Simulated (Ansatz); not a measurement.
**Sn: an axial (c/a) deformation path**

This session takes Sn and sets out to follow an axial (c/a) deformation at fixed volume.

Program: Ansatz 0.2.0. Level of theory: DFT PBEsol, scalar-relativistic, plane waves, PAW. These are calculated values, not measurements.

**1. The structure to begin with**

The structure is orthorhombic, space group Immm (No. 71). The conventional cell has a = 3.453 Å, b = 3.551 Å, c = 4.677 Å, α = 90.00°, β = 90.00°, γ = 90.00°. Sn (site symmetry mmm) has 12 Sn at 3.41 to 3.55 Å in its first shell of neighbours.

Coordinates:

```xyz
1
Lattice="-1.7265 1.7755 2.3383 1.7265 -1.7755 2.3383 1.7265 1.7755 -2.3383" Properties=species:S:1:pos:R:3 pbc="T T T"
Sn    0.0000    0.0000    0.0000
```

It goes back to an entry of the Materials Project, which need not be the stable form.

No relaxation comes first: the listed cell is the starting point.

**2. The reference cell**

Reference values: F = -5949.7321 eV; pressure -3.63 GPa; largest force 0.000 eV/Å; gap on the mesh none (metal). It was computed beforehand with the settings of the runs below.

**3. Setting up an axial (c/a) deformation path**

At fixed volume and fractional coordinates, lengths along (0.000, 0.000, 1.000) are scaled against those across it; ρ is that ratio over its starting value.

**4. Point ρ = 0.850**

File input.yaml:

```yaml
crystal:
  lattice:
    - [-1.822650578, 1.8743867157, 2.0982342931]
    - [1.822650578, -1.8743867157, 2.0982342931]
    - [1.822650578, 1.8743867157, -2.0982342931]
  atoms:
    - { symbol: Sn, position: [0.0, 0.0, 0.0] }
basis:
  ecutwfc: 420
kpoints:
  mp_grid: { grid: [22, 22, 22] }
hamiltonian:
  xc: pbesol
scf:
  occupations: { method: gaussian, width: 0.15 }
output:
  forces: true
  stress: true
  eigenvalues: true
  write_density: true
  write_potential: true
  elf: true
  volumetric_format: npy
```

Launch:

```
$ ansatz run input.yaml --threads 1 --pin off --max-ram 2560MiB --backend cpu --events-out ev --progress --plain --runs-dir out
```

The log of the run, cut to the lines that bear on the results:

```text
Warning: RAYON_NUM_THREADS=1 ignored (pool sized by the plan → 1); use --threads N
[...]
Pseudopotentials: kind: paw
Pseudopotential: Sn, paw, valence charge 14, recommended cutoff 420 eV (normal), Sn.paw.azcp
Functional definition: PBEsol
[...]
Crystal: 1 atoms, lattice volume = 28.673 Å³
Basis set: ecut = 420 eV, 575 PW (Γ), exchange–correlation on 48×48×48 points (8 copies of the dense FFT grid, shifted against one another)
Bands: 11, of which v1, the nominal top of the filled ones, is band 7 counted from 1 (6 counted from 0)
Symmetry: 8 space group operations
Space group: Immm (ITA 71), of the structure as read, at distance tolerance 3.1e-5 Å
k-points: 1530 of 10648
[...]
SCF iter   1: F=—  HF=-5949.728042 eV  |F-HF|=—  |Δ(HF+E_count)|=         —  Δρ=2.73e-3  dr2=1.18e-3  ethr=1.77e-3  ⟨swp⟩=5.0  Hψ=97805  notcnv=0
[...]
SCF iter   6: F=-5949.726842 eV  HF=-5949.726842 eV  |F-HF|=1.13e-9  |Δ(HF+E_count)|=   2.93e-7  Δρ=3.60e-6  dr2=3.30e-9  ethr=7.14e-10  ⟨swp⟩=9.5  Hψ=116062  notcnv=0
[...]
SCF converged after 6 iterations
Free energy (F): -5949.726842 eV
[...]
E sigma→0 (E₀):  -5949.723424 eV
Entropy (-TS):   -0.006834 eV (-6.834 meV/atom)
Fermi energy:    9.946108 eV
[...]
--- Forces (eV/Å), atoms counted from 1 ---
  atom   1  Sn     0.00000000    -0.00000000     0.00000000
[...]
--- Stress (GPa, compression-positive) ---
       -4.079333      -0.000000       0.000000
       -0.000000      -4.161625       0.000000
        0.000000       0.000000      -3.601992
  P = ⅓ Tr σ = -3.9477 GPa (-39.477 kbar)
--- Band table (eV; the first three rows and the last of 1530) ---
  k-point 0: bands = ["-11.5213", "-11.5110", "-11.4895", "-11.4267", "-11.3833", "-0.7955", "17.1014", "17.2538", "17.6059", "21.0892", "21.3618"]
[...]
```

Run time: 36 s. Hardware: 1 thread of Arm Neoverse V1, shared host; peak memory 0.69 GiB.

Axes a, b and c in the maps are those of this run's conventional cell (a, b, c = 3.645, 3.749, 4.196 Å).

Density in a lattice plane of the grid's cell (edges 3.65 and 4.20 Å, at 0.000 of the third edge), which holds Sn.

Ten even steps from '0' (0.06 e/Å³) to '9' (16.53 e/Å³):
```
86420000000000000246
43210000000000000123
11100000000000000011
00000000000000000000
00000000000000000000
00000000000000000000
00000000000000000000
00000000000000000000
00000000000000000000
00000000000000000000
00000000000000000000
00000000000000000000
00000000000000000000
00000000000000000000
00000000000000000000
00000000000000000000
11100000000000000011
43210000000000000123
86420000000000000246
98521000000000001258
```
Columns run along the first of these edges and rows up along the second, over one cell in 20 and 20 even steps from the bottom left corner. Atoms in the plane (fractional): Sn at (0.00, 0.00).

ELF in the same plane.

Ten even steps from '0' (0.00) to '9' (0.36):
```
00147999865689997410
11368999865689998631
45789999865689999875
88999999765679999998
99999998655568999999
99999876655566789999
98887665555555667888
66555555555555555556
33344444555554444433
33333444455544443333
33344444555554444433
66555555555555555556
98887665555555667888
99999876655566789999
99999998655568999999
88999999765679999998
45789999865689999875
11368999865689998631
00147999865689997410
00037999865689997300
```
Columns run along the first of these edges and rows up along the second, over one cell in 20 and 20 even steps from the bottom left corner. Atoms in the plane (fractional): Sn at (0.00, 0.00).

Both are smooth fields of the valence electrons: close to the nuclei they are not physical.

**5. ρ = 1.200**

File input.yaml:

```yaml
crystal:
  lattice:
    - [-1.6247354043, 1.670853698, 2.6405568838]
    - [1.6247354043, -1.670853698, 2.6405568838]
    - [1.6247354043, 1.670853698, -2.6405568838]
  atoms:
    - { symbol: Sn, position: [0.0, 0.0, 0.0] }
basis:
  ecutwfc: 420
kpoints:
  mp_grid: { grid: [22, 22, 22] }
hamiltonian:
  xc: pbesol
scf:
  occupations: { method: gaussian, width: 0.15 }
output:
  forces: true
  stress: true
  eigenvalues: true
```

Launch:

```
$ ansatz run input.yaml --threads 1 --pin off --max-ram 2560MiB --backend cpu --events-out ev --progress --plain --runs-dir out
```

The log of the run, cut to the lines that bear on the results:

```text
[...]
SCF converged after 6 iterations
Free energy (F): -5949.726627 eV
[...]
E sigma→0 (E₀):  -5949.723427 eV
Entropy (-TS):   -0.006399 eV (-6.399 meV/atom)
Fermi energy:    9.976622 eV
[...]
--- Forces (eV/Å), atoms counted from 1 ---
  atom   1  Sn     0.00000000     0.00000000    -0.00000000
[...]
--- Stress (GPa, compression-positive) ---
       -2.851020      -0.000000      -0.000000
       -0.000000      -3.801838       0.000000
       -0.000000       0.000000      -4.007099
  P = ⅓ Tr σ = -3.5533 GPa (-35.533 kbar)
--- Band table (eV; the first three rows and the last of 1530) ---
  k-point 0: bands = ["-11.5390", "-11.4626", "-11.4595", "-11.4477", "-11.3766", "-0.8011", "16.8874", "17.0970", "17.6035", "20.7191", "21.1295"]
[...]
```

It took 27 s on 1 thread of Arm Neoverse V1, shared host; peak memory 0.7 GiB.

**6. Point ρ = 0.920**

input.yaml: that of step 5 with these lines changed.

```diff
@@ -2,5 +2,5 @@
   lattice:
-    - [-1.6247354043, 1.670853698, 2.6405568838]
-    - [1.6247354043, -1.670853698, 2.6405568838]
-    - [1.6247354043, 1.670853698, -2.6405568838]
+    - [-1.7751992964, 1.8255885243, 2.2119055679]
+    - [1.7751992964, -1.8255885243, 2.2119055679]
+    - [1.7751992964, 1.8255885243, -2.2119055679]
   atoms:
```

Launch:

```
$ ansatz run input.yaml --threads 1 --pin off --max-ram 2560MiB --backend cpu --events-out ev --progress --plain --runs-dir out
```

The log of the run, cut to the lines that bear on the results:

```text
Warning: RAYON_NUM_THREADS=1 ignored (pool sized by the plan → 1); use --threads N
[...]
[... 3 set-up lines as earlier in the session ...]
[...]
Crystal: 1 atoms, lattice volume = 28.673 Å³
Basis set: ecut = 420 eV, 561 PW (Γ), exchange–correlation on 48×48×48 points (8 copies of the dense FFT grid, shifted against one another)
Bands: 11, of which v1, the nominal top of the filled ones, is band 7 counted from 1 (6 counted from 0)
[... 2 set-up lines as earlier in the session ...]
k-points: 1530 of 10648
[...]
SCF iter   1: F=—  HF=-5949.731798 eV  |F-HF|=—  |Δ(HF+E_count)|=         —  Δρ=2.78e-3  dr2=1.24e-3  ethr=1.77e-3  ⟨swp⟩=5.0  Hψ=98201  notcnv=0
[...]
SCF iter   6: F=-5949.730595 eV  HF=-5949.730595 eV  |F-HF|=1.72e-8  |Δ(HF+E_count)|=   1.62e-7  Δρ=6.29e-6  dr2=1.37e-8  ethr=7.14e-10  ⟨swp⟩=6.1  Hψ=79911  notcnv=0
[...]
SCF converged after 6 iterations
Free energy (F): -5949.730595 eV
[...]
E sigma→0 (E₀):  -5949.727428 eV
Entropy (-TS):   -0.006333 eV (-6.333 meV/atom)
Fermi energy:    9.968415 eV
[...]
--- Forces (eV/Å), atoms counted from 1 ---
  atom   1  Sn    -0.00000000    -0.00000000     0.00000000
[...]
--- Stress (GPa, compression-positive) ---
       -3.739059      -0.000000      -0.000000
       -0.000000      -4.008383       0.000000
       -0.000000       0.000000      -3.541613
  P = ⅓ Tr σ = -3.7630 GPa (-37.630 kbar)
--- Band table (eV; the first three rows and the last of 1530) ---
  k-point 0: bands = ["-11.5089", "-11.4970", "-11.4600", "-11.4392", "-11.3828", "-0.7953", "17.0800", "17.1243", "17.5785", "20.7693", "21.1583"]
[...]
```

Run time: 27 s. Hardware: 1 thread of Arm Neoverse V1, shared host; peak memory 0.7 GiB.

**7. Point ρ = 1.100**

input.yaml: that of step 6 with these lines changed.

```diff
@@ -2,5 +2,5 @@
   lattice:
-    - [-1.7751992964, 1.8255885243, 2.2119055679]
-    - [1.7751992964, -1.8255885243, 2.2119055679]
-    - [1.7751992964, 1.8255885243, -2.2119055679]
+    - [-1.6725489275, 1.7200244133, 2.4917424655]
+    - [1.6725489275, -1.7200244133, 2.4917424655]
+    - [1.6725489275, 1.7200244133, -2.4917424655]
   atoms:
```

Launch:

```
$ ansatz run input.yaml --threads 1 --pin off --max-ram 2560MiB --backend cpu --events-out ev --progress --plain --runs-dir out
```

The log of the run, cut to the lines that bear on the results:

```text
Warning: RAYON_NUM_THREADS=1 ignored (pool sized by the plan → 1); use --threads N
[...]
[... 3 set-up lines as earlier in the session ...]
[...]
Crystal: 1 atoms, lattice volume = 28.673 Å³
Basis set: ecut = 420 eV, 553 PW (Γ), exchange–correlation on 48×48×48 points (8 copies of the dense FFT grid, shifted against one another)
Bands: 11, of which v1, the nominal top of the filled ones, is band 7 counted from 1 (6 counted from 0)
[... 2 set-up lines as earlier in the session ...]
k-points: 1530 of 10648
[...]
SCF iter   1: F=—  HF=-5949.732490 eV  |F-HF|=—  |Δ(HF+E_count)|=         —  Δρ=2.77e-3  dr2=1.13e-3  ethr=1.77e-3  ⟨swp⟩=5.0  Hψ=97883  notcnv=0
[...]
SCF iter   6: F=-5949.731340 eV  HF=-5949.731340 eV  |F-HF|=3.61e-8  |Δ(HF+E_count)|=   2.71e-7  Δρ=8.65e-6  dr2=2.80e-8  ethr=7.14e-10  ⟨swp⟩=6.3  Hψ=81114  notcnv=0
[...]
SCF converged after 6 iterations
Free energy (F): -5949.731340 eV
[...]
E sigma→0 (E₀):  -5949.728390 eV
Entropy (-TS):   -0.005901 eV (-5.901 meV/atom)
Fermi energy:    10.009038 eV
[...]
--- Forces (eV/Å), atoms counted from 1 ---
  atom   1  Sn     0.00000000     0.00000000    -0.00000000
[...]
--- Stress (GPa, compression-positive) ---
       -3.038625       0.000000       0.000000
        0.000000      -3.925361       0.000000
        0.000000       0.000000      -3.711626
  P = ⅓ Tr σ = -3.5585 GPa (-35.585 kbar)
--- Band table (eV; the first three rows and the last of 1530) ---
  k-point 0: bands = ["-11.4909", "-11.4733", "-11.4588", "-11.4198", "-11.3960", "-0.7933", "16.9043", "17.2182", "17.5427", "20.5811", "21.1997"]
[...]
```

Wall time 27 s (1 thread of Arm Neoverse V1, shared host); peak memory 0.7 GiB.

**8. ρ = 0.960**

input.yaml: that of step 7 with these lines changed.

```diff
@@ -2,5 +2,5 @@
   lattice:
-    - [-1.6725489275, 1.7200244133, 2.4917424655]
-    - [1.6725489275, -1.7200244133, 2.4917424655]
-    - [1.6725489275, 1.7200244133, -2.4917424655]
+    - [-1.7501931585, 1.7998725844, 2.2755629406]
+    - [1.7501931585, -1.7998725844, 2.2755629406]
+    - [1.7501931585, 1.7998725844, -2.2755629406]
   atoms:
```

Launch:

```
$ ansatz run input.yaml --threads 1 --pin off --max-ram 2560MiB --backend cpu --events-out ev --progress --plain --runs-dir out
```

The log of the run, cut to the lines that bear on the results:

```text
Warning: RAYON_NUM_THREADS=1 ignored (pool sized by the plan → 1); use --threads N
[...]
[... 3 set-up lines as earlier in the session ...]
[...]
Crystal: 1 atoms, lattice volume = 28.673 Å³
Basis set: ecut = 420 eV, 577 PW (Γ), exchange–correlation on 48×48×48 points (8 copies of the dense FFT grid, shifted against one another)
Bands: 11, of which v1, the nominal top of the filled ones, is band 7 counted from 1 (6 counted from 0)
[... 2 set-up lines as earlier in the session ...]
k-points: 1530 of 10648
[...]
SCF iter   1: F=—  HF=-5949.732846 eV  |F-HF|=—  |Δ(HF+E_count)|=         —  Δρ=2.75e-3  dr2=1.19e-3  ethr=1.77e-3  ⟨swp⟩=5.0  Hψ=98404  notcnv=0
[...]
SCF iter   6: F=-5949.731658 eV  HF=-5949.731658 eV  |F-HF|=1.70e-8  |Δ(HF+E_count)|=   1.56e-7  Δρ=6.12e-6  dr2=1.35e-8  ethr=7.14e-10  ⟨swp⟩=6.1  Hψ=79943  notcnv=0
[...]
SCF converged after 6 iterations
Free energy (F): -5949.731658 eV
[...]
E sigma→0 (E₀):  -5949.728663 eV
Entropy (-TS):   -0.005990 eV (-5.990 meV/atom)
Fermi energy:    9.982604 eV
[...]
--- Forces (eV/Å), atoms counted from 1 ---
  atom   1  Sn     0.00000000     0.00000000    -0.00000000
[...]
--- Stress (GPa, compression-positive) ---
       -3.448318       0.000000       0.000000
        0.000000      -4.011610       0.000000
        0.000000       0.000000      -3.632968
  P = ⅓ Tr σ = -3.6976 GPa (-36.976 kbar)
--- Band table (eV; the first three rows and the last of 1530) ---
  k-point 0: bands = ["-11.5009", "-11.4879", "-11.4482", "-11.4439", "-11.3870", "-0.7945", "17.0551", "17.1035", "17.5580", "20.6588", "21.1069"]
[...]
```

It took 27 s on 1 thread of Arm Neoverse V1, shared host; peak memory 0.7 GiB.

**9. ρ = 1.050**

input.yaml: that of step 8 with these lines changed.

```diff
@@ -2,5 +2,5 @@
   lattice:
-    - [-1.7501931585, 1.7998725844, 2.2755629406]
-    - [1.7501931585, -1.7998725844, 2.2755629406]
-    - [1.7501931585, 1.7998725844, -2.2755629406]
+    - [-1.6986867263, 1.7469041365, 2.4156512206]
+    - [1.6986867263, -1.7469041365, 2.4156512206]
+    - [1.6986867263, 1.7469041365, -2.4156512206]
   atoms:
```

Launch:

```
$ ansatz run input.yaml --threads 1 --pin off --max-ram 2560MiB --backend cpu --events-out ev --progress --plain --runs-dir out
```

The log of the run, cut to the lines that bear on the results:

```text
[...]
SCF converged after 6 iterations
Free energy (F): -5949.731882 eV
[...]
E sigma→0 (E₀):  -5949.728792 eV
Entropy (-TS):   -0.006179 eV (-6.179 meV/atom)
Fermi energy:    10.008580 eV
[...]
--- Forces (eV/Å), atoms counted from 1 ---
  atom   1  Sn     0.00000000     0.00000000    -0.00000000
[...]
--- Stress (GPa, compression-positive) ---
       -3.218082      -0.000000      -0.000000
       -0.000000      -3.871872       0.000000
       -0.000000       0.000000      -3.606500
  P = ⅓ Tr σ = -3.5655 GPa (-35.655 kbar)
--- Band table (eV; the first three rows and the last of 1530) ---
  k-point 0: bands = ["-11.4816", "-11.4722", "-11.4677", "-11.4101", "-11.4045", "-0.7928", "16.9410", "17.1893", "17.5355", "20.5645", "21.1251"]
[...]
```

It took 27 s on 1 thread of Arm Neoverse V1, shared host; peak memory 0.7 GiB.

**10. ρ = 0.800**

input.yaml: that of step 9 with these lines changed.

```diff
@@ -2,5 +2,5 @@
   lattice:
-    - [-1.6986867263, 1.7469041365, 2.4156512206]
-    - [1.6986867263, -1.7469041365, 2.4156512206]
-    - [1.6986867263, 1.7469041365, -2.4156512206]
+    - [-1.8598577576, 1.9126500253, 2.0151220488]
+    - [1.8598577576, -1.9126500253, 2.0151220488]
+    - [1.8598577576, 1.9126500253, -2.0151220488]
   atoms:
```

Launch:

```
$ ansatz run input.yaml --threads 1 --pin off --max-ram 2560MiB --backend cpu --events-out ev --progress --plain --runs-dir out
```

The log of the run, cut to the lines that bear on the results:

```text
[...]
SCF converged after 6 iterations
Free energy (F): -5949.722414 eV
[...]
E sigma→0 (E₀):  -5949.718883 eV
Entropy (-TS):   -0.007061 eV (-7.061 meV/atom)
Fermi energy:    9.924631 eV
[...]
--- Forces (eV/Å), atoms counted from 1 ---
  atom   1  Sn     0.00000000     0.00000000     0.00000000
[...]
--- Stress (GPa, compression-positive) ---
       -4.606325       0.000000       0.000000
        0.000000      -3.926782       0.000000
        0.000000       0.000000      -3.666366
  P = ⅓ Tr σ = -4.0665 GPa (-40.665 kbar)
--- Band table (eV; the first three rows and the last of 1530) ---
  k-point 0: bands = ["-11.5247", "-11.5176", "-11.5070", "-11.4167", "-11.3888", "-0.7945", "17.1920", "17.3258", "17.5849", "21.4407", "21.6168"]
[...]
```

It took 26 s on 1 thread of Arm Neoverse V1, shared host; peak memory 0.7 GiB.

**11. Point ρ = 1.300**

input.yaml: that of step 10 with these lines changed.

```diff
@@ -2,5 +2,5 @@
   lattice:
-    - [-1.8598577576, 1.9126500253, 2.0151220488]
-    - [1.8598577576, -1.9126500253, 2.0151220488]
-    - [1.8598577576, 1.9126500253, -2.0151220488]
+    - [-1.5819591888, 1.626863275, 2.7852890075]
+    - [1.5819591888, -1.626863275, 2.7852890075]
+    - [1.5819591888, 1.626863275, -2.7852890075]
   atoms:
```

Launch:

```
$ ansatz run input.yaml --threads 1 --pin off --max-ram 2560MiB --backend cpu --events-out ev --progress --plain --runs-dir out
```

The log of the run, cut to the lines that bear on the results:

```text
Warning: RAYON_NUM_THREADS=1 ignored (pool sized by the plan → 1); use --threads N
[...]
[... 3 set-up lines as earlier in the session ...]
[...]
Crystal: 1 atoms, lattice volume = 28.673 Å³
Basis set: ecut = 420 eV, 557 PW (Γ), exchange–correlation on 50×50×50 points (8 copies of the dense FFT grid, shifted against one another)
Bands: 11, of which v1, the nominal top of the filled ones, is band 7 counted from 1 (6 counted from 0)
[... 2 set-up lines as earlier in the session ...]
k-points: 1530 of 10648
[...]
SCF iter   1: F=—  HF=-5949.715924 eV  |F-HF|=—  |Δ(HF+E_count)|=         —  Δρ=2.77e-3  dr2=1.32e-3  ethr=1.77e-3  ⟨swp⟩=5.0  Hψ=97722  notcnv=0
[...]
SCF iter   6: F=-5949.714641 eV  HF=-5949.714641 eV  |F-HF|=6.15e-10  |Δ(HF+E_count)|=   2.78e-7  Δρ=3.81e-6  dr2=4.15e-9  ethr=7.14e-10  ⟨swp⟩=6.3  Hψ=81827  notcnv=0
[...]
SCF converged after 6 iterations
Free energy (F): -5949.714641 eV
[...]
E sigma→0 (E₀):  -5949.711404 eV
Entropy (-TS):   -0.006475 eV (-6.475 meV/atom)
Fermi energy:    9.960119 eV
[...]
--- Forces (eV/Å), atoms counted from 1 ---
  atom   1  Sn     0.00000000     0.00000000     0.00000000
[...]
--- Stress (GPa, compression-positive) ---
       -1.764444       0.000000       0.000000
        0.000000      -3.722791       0.000000
        0.000000       0.000000      -4.576570
  P = ⅓ Tr σ = -3.3546 GPa (-33.546 kbar)
--- Band table (eV; the first three rows and the last of 1530) ---
  k-point 0: bands = ["-11.5955", "-11.5042", "-11.4570", "-11.4405", "-11.3630", "-0.8212", "16.5432", "16.9375", "17.7227", "20.9238", "21.0722"]
[...]
```

Wall time 27 s (1 thread of Arm Neoverse V1, shared host); peak memory 0.71 GiB.

**12. Results of the scan**

The scan, with free energies counted from the undisturbed cell:

```
    ρ  ΔE (meV/atom)  pressure (GPa)  space group
0.800            9.7            -4.1         Immm
0.850            5.2            -3.9         Immm
0.920            1.5            -3.8         Immm
0.960            0.4            -3.7         Immm
1.000            0.0            -3.6         Immm
1.050            0.2            -3.6         Immm
1.100            0.8            -3.6         Immm
1.200            5.5            -3.6         Immm
1.300           17.4            -3.4         Immm
```

**13. Outcome**

| quantity | value |
| --- | --- |
| highest point | 17.4 meV/atom at ρ = 1.300 |

No sampled point lies below the undisturbed cell. No further minimum shows among the sampled points.
